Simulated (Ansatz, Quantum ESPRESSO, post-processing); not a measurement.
# Band line-up of the AlAs/GaAs(110) superlattice, 5 + 5 layers, a = 5.625 Å, part 2 of 2

Wanted: the band alignment of the AlAs/GaAs(110) superlattice, 5 + 5 layers, a = 5.625 Å.

Quantum ESPRESSO 7.5; plane-wave DFT, LDA, GBRV ultrasoft pseudopotentials; cross-check by Ansatz 0.2.0 with PAW datasets.

So far. Step 11 (Self-consistent run of the superlattice): The run needed 21 iterations to bring the estimated error under 1e-07 Ry; the largest force on any atom, held or free, is 0.04 eV/Å. Step 14 (Projected density of states): The atomic orbitals miss 0.2 % of the occupied states; for empty states the projections can miss much more.

## Step 15: The line-up

Each edge is taken over its own crystal's mean potential and then placed on the mean potential of those layers in the superlattice:

| crystal | valence top − mean (eV) | conduction bottom − mean (eV) | mean in the superlattice (eV) |
| --- | --- | --- | --- |
| AlAs | -3.024 | -1.723 | 8.765 |
| GaAs | -2.484 | -2.081 | 8.717 |

Valence offset = (-2.484 + 8.717) − (-3.024 + 8.765) = 0.491 eV; conduction offset = -0.407 eV.

## Step 16: The same in Ansatz of bulk AlAs

As a check, the same structure is run in Ansatz.

Level of this step: plane-wave DFT, LDA, Ansatz PAW (Ansatz 0.2.0).

input.yaml

```yaml
crystal:
  lattice:
    - [5.625, 0.0, 0.0]
    - [0.0, 3.9774756442, 0.0]
    - [0.0, 0.0, 3.9774756442]
  atoms:
    - { symbol: Al, position: [0.0, 0.0, 0.0] }
    - { symbol: As, position: [0.25, 0.5, 0.0] }
    - { symbol: Al, position: [0.5, 0.5, 0.5] }
    - { symbol: As, position: [0.75, 0.0, 0.5] }
kpoints:
  mp_grid: { grid: [6, 8, 8] }
hamiltonian:
  xc: lda
scf:
  occupations: { method: fermi_dirac, width: 0.02 }
  convergence: { dr2_threshold: 1.0e-08 }
output:
  eigenvalues: true
checkpoint:
  write: az.a.run
  compress: false
  write_wavefunctions: false
```

Launch:

```sh
$ ansatz run input.yaml --threads 4 --pin off --max-ram 8192MiB --backend cpu --events-out ev --progress --plain --runs-dir out
```

Run time: 2 s. Hardware: 4 threads of AMD EPYC 7R32 (Zen 2), shared host; peak memory 0.41 GiB; 7.4 s of CPU time.

This step gave:

```
free energy         : -10574.9823 eV
Fermi energy        : 6.992 eV
gap by band count   : 1.320 eV
symmetry operations : 16
```

## Step 17: Cross-check with Ansatz of bulk GaAs

input.yaml, the sections that differ from step 16:

```yaml
crystal:
  lattice:
    - [5.625, 0.0, 0.0]
    - [0.0, 3.9774756442, 0.0]
    - [0.0, 0.0, 3.9774756442]
  atoms:
    - { symbol: Ga, position: [0.0, 0.0, 0.0] }
    - { symbol: As, position: [0.25, 0.5, 0.0] }
    - { symbol: Ga, position: [0.5, 0.5, 0.5] }
    - { symbol: As, position: [0.75, 0.0, 0.5] }
checkpoint:
  write: az.b.run
  compress: false
  write_wavefunctions: false
# kpoints, hamiltonian, scf, output: as in step 16
```

The job ended after 3.4 s (4 threads; peak memory 0.46 GiB).

This step gave:

- free energy: -16962.5890 eV
- Fermi energy: 8.289 eV
- gap by band count: 0.3984 eV

## Step 18: Offsets by Ansatz's align-bands

Level of this step: band offsets by ansatz align-bands; plane-wave DFT, LDA, Ansatz PAW (Ansatz 0.2.0).

align.yaml

```yaml
offset:
  left:
    bulk: { run: az.a.run }
    window: [1.988737822087, 5.966213466261]
    period: 3.977475644174
  right:
    bulk: { run: az.b.run }
    window: [11.93242693252, 15.9099025767]
    period: 3.977475644174
  interface: { run: relax.run, axis: 3 }
```

Launch:

```sh
$ ansatz align-bands align.yaml -- --threads 4 --pin off
```

Wall time 0.07 s (4 threads).

The input was rejected at the start.

The program's message: “Error: offset.right.bulk (az.b.run): the run's report holds no band edges: run a crystal with a gap at scf.occupations.method: fixed (a smearing can hide a gap that it is not narrow beside), with an e …”

## Step 19: SCF with pw.x of bulk GaAs, with smearing = mv and degauss = 0.05

How much does a setting matter? One run is repeated with a change.

Level of this step: plane-wave DFT, LDA, GBRV ultrasoft pseudopotentials (Quantum ESPRESSO 7.5).

b.w0.in

```
&control
  prefix = 'b.w0'
  outdir = './out'
  pseudo_dir = './pseudo'
  calculation = 'scf'
  tprnfor = .true.
/
&system
  ibrav = 0
  nat = 4
  ntyp = 2
  ecutwfc = 40
  ecutrho = 200
  occupations = 'smearing'
  smearing = 'mv'
  degauss = 0.05
/
&electrons
  conv_thr = 1e-07
  mixing_beta = 0.5
  electron_maxstep = 120
/
ATOMIC_SPECIES
  Ga  69.7230  ga_lda_v1.4.uspp.F.UPF
  As  74.9216  as_lda_v1.uspp.F.UPF
CELL_PARAMETERS angstrom
  5.62500000000000 0.00000000000000 0.00000000000000
  0.00000000000000 3.97747564417433 0.00000000000000
  0.00000000000000 0.00000000000000 3.97747564417433
ATOMIC_POSITIONS crystal
  Ga  0.000000000000 0.000000000000 0.000000000000
  As  0.250000000000 0.500000000000 0.000000000000
  Ga  0.500000000000 0.500000000000 0.500000000000
  As  0.750000000000 0.000000000000 0.500000000000
K_POINTS automatic
  6 8 8 0 0 0
```

Launch:

```sh
$ OMP_NUM_THREADS=1 mpirun -n 4 pw.x -nk 4 -in b.w0.in > b.w0.out
```

The job ended after 15 s (4 MPI ranks; peak memory 0.43 GiB).

The changed values were drawn from a wide range, not chosen for quality; the comparison shows what they did here together.

Beside the run it was changed from:

| quantity | this run | unchanged run | difference |
| --- | --- | --- | --- |
| free energy (eV) | -12376.36 | -12376.40 | 0.048 |
| wall time (s) | 15 | 15 |  |
| SCF iterations | 9 | 9 |  |

The free energy moves by +12 meV an atom.

The free energy holds the smearing's entropy term, so it moves with degauss by construction.

## Step 20: What came out

```yaml
valence_top_of_gaas_less_that_of_alas: 0.49 eV
conduction_bottom_of_gaas_less_that_of_alas: -0.41 eV
gap_of_bulk_alas_along_the_path: 1.30 eV
gap_of_bulk_gaas_along_the_path: 0.40 eV
```

The valence top of GaAs lies 0.49 eV above that of AlAs, and its conduction bottom 0.41 eV below (LDA, GBRV ultrasoft). At this level the alignment is straddling (type I): one gap lies inside the other. The conduction bottom lies at X in AlAs and at Γ in GaAs, so the conduction offset joins unlike valleys. The atoms are held on ideal sites, so the interface is not relaxed. The thickness of the layers was not varied. Both crystals are held cubic at a = 5.625 Å, a typed value between or near their lattice constants, which no run here tested; a real film grown on one of them would be clamped in the plane and relax along the normal. Semilocal gaps are too small and can put the valleys in the wrong order, which spoils the conduction offset more than the valence offset. Spin-orbit coupling is left out; depending on the atoms that carry the levels of interest, it can split and shift them by tens to hundreds of meV.

Calculation against experiment:

```
                                                        quantity  measured  LDA, GBRV ultrasoft
valence-band offset (valence top of GaAs over that of AlAs) (eV)      0.53      0.49 (-0.04 eV)
```

Measured values from arxiv:1007.2635 (2010).

How well it matches: The valence-band offset is off by -0.04 eV: good agreement. The grades are ours: good and fair within 20 and 40 % for the valence-band offset. For valence-band offset the calculation has a static lattice, without zero-point motion or thermal motion.

[Logs are printed without paths, hosts, clocks, repeated set-up lines and the standing remarks that a program may print on its own settings, such as how far it seeks lower states.]

[Hosts, paths, dates, database ids (printed as entryN), source tags and the programs' standing remarks are cut or masked in the printed files.]

[Maps of the electrostatic potential energy from Ansatz leave out the sawtooth potential of an applied field or a dipole correction, so their vacuum need not be flat; planar profiles and work functions include it.]
